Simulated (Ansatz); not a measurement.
Start from BaTiO3 in the cubic perovskite structure (space group Pm-3m, No. 221; a = 3.970 Å).

Modification: F takes the place of O on all its sites, then cell and atoms are relaxed.

Levels (all Ansatz, a program for electronic structure, PAW, earlier PAW set): PBEsol (420 eV, spin-orbit coupling left out); r2SCAN (500 eV, no spin-orbit coupling).

The geometry is relaxed with PBEsol.

| Quantity | Result |
|---|---|
| PBEsol pressure | 0.0 GPa |
| PBEsol largest site moment | 1.48 μB |
| PBEsol magnetic state | ferromagnetic |

With r2SCAN at the same geometry, the pressure goes from zero to 1.7 GPa; the largest site moment goes up by 0.106 μB (1.48 μB → 1.58 μB); the magnetic state is still ferromagnetic.

The magnetic state is the one reached from the starting moments; the real material's order can differ, and small cells can't hold many antiferromagnetic ones. Single points use the geometry relaxed with PBEsol. Their cutoffs differ, which shifts pressures a little. Stability against distortions was not tested. As relaxed here, BaTiF3 is a hypothetical phase, not in the database extracts checked. No Hubbard U is applied, and correlation can decide whether such a compound is a metal. Spin-polarised in the final run: PBEsol BaTiF3 and r2SCAN BaTiF3; the other runs are not. Many cubic perovskites are stable only at high temperature; tilts and polar distortions were not tested. This is not the structure that BaTiO3 has at room temperature and ambient pressure.
